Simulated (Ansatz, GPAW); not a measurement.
This is a calculation of TiO2 for Ansatz 0.2.0. The cell is a database's computed one, not the measured one.

File input.yaml:

```yaml
crystal:
  lattice:
    - [4.5998373239, 0.0, 0.0]
    - [0.0, 4.5998373239, 0.0]
    - [0.0, 0.0, 2.95921356]
  atoms:
    - { symbol: Ti, position: [0.0, 0.0, 0.5] }
    - { symbol: Ti, position: [0.5, 0.5, 0.0] }
    - { symbol: O, position: [0.30432132, 0.30432132, 0.5] }
    - { symbol: O, position: [0.19567868, 0.80432132, 0.0] }
    - { symbol: O, position: [0.80432132, 0.19567868, 0.0] }
    - { symbol: O, position: [0.69567868, 0.69567868, 0.5] }
hamiltonian:
  xc: pbe
  pseudopotentials: { kind: paw }
kpoints:
  mp_grid: { grid: [6, 6, 9] }
scf:
  occupations: { method: gaussian, width: 0.015 }
output:
  forces: true
  stress: true
  eigenvalues: true
```

Potentials or basis: Ansatz PAW.

Command:

```bash
$ ansatz run input.yaml --threads 2 --pin off --max-ram 5632MiB --backend cpu --events-out ev --progress --plain --runs-dir out
```

Problem. Set up the same calculation for GPAW 26.7.0 (ASE script). Potentials or basis there: GPAW PAW data sets (gpaw-data 1.2.1), cutoff 800 eV.

Solution. As run (cutoffs and basis follow the program's own potentials, and thresholds, step limits or extra output files can differ):

The input run.py:

```python
from ase import Atoms
from ase.dft.bandgap import bandgap
from ase.io import write
from ase.units import GPa
from gpaw import GPAW, PW

atoms = Atoms(['Ti', 'Ti', 'O', 'O', 'O', 'O'],
              cell=[[4.5998373239, 0.0, 0.0],
                    [0.0, 4.5998373239, 0.0],
                    [0.0, 0.0, 2.95921356]],
              scaled_positions=[[0.0, 0.0, 0.5],
                                [0.5, 0.5, 0.0],
                                [0.30432132, 0.30432132, 0.5],
                                [0.19567868, 0.80432132, 0.0],
                                [0.80432132, 0.19567868, 0.0],
                                [0.69567868, 0.69567868, 0.5]],
              pbc=True)

calc = GPAW(mode=PW(800),
            xc='PBE',
            kpts={'size': (6, 6, 9), 'gamma': True},
            occupations={'name': 'methfessel-paxton', 'order': 0, 'width': 0.015},
            nbands=43,
            convergence={'density': 1e-05, 'energy': 1e-05},
            maxiter=150,
            txt='gpaw.txt')
atoms.calc = calc
energy = atoms.get_potential_energy()
forces = atoms.get_forces()
stress = atoms.get_stress()
calc.write('gs.gpw')
write('result.traj', atoms)
print(f'Energy: {energy:.6f} eV')
print('Forces (eV/A):')
print(forces.round(4))
print('Stress (GPa):', (stress / GPa).round(3))
print('Fermi level:', round(calc.get_fermi_level(), 4), 'eV')
print(f'Gap: {bandgap(calc)[0]:.4f} eV, direct: {bandgap(calc, direct=True)[0]:.4f} eV')
```

Potentials or basis: GPAW PAW data sets (gpaw-data 1.2.1), pw.

Launch:

```bash
$ OMP_NUM_THREADS=1 python run.py
```

Both were run:

|  | Ansatz | GPAW |
| --- | --- | --- |
| Pressure | 4.2 GPa | 5.3 GPa |

Ansatz's pressure holds a Pulay term of +0.73 GPa for its cutoff of 420 eV, which the other run lacks.

Where Ansatz's input types no cutoff or centring, it takes its own default and a Γ-centred mesh.

Pressure is positive in compression.
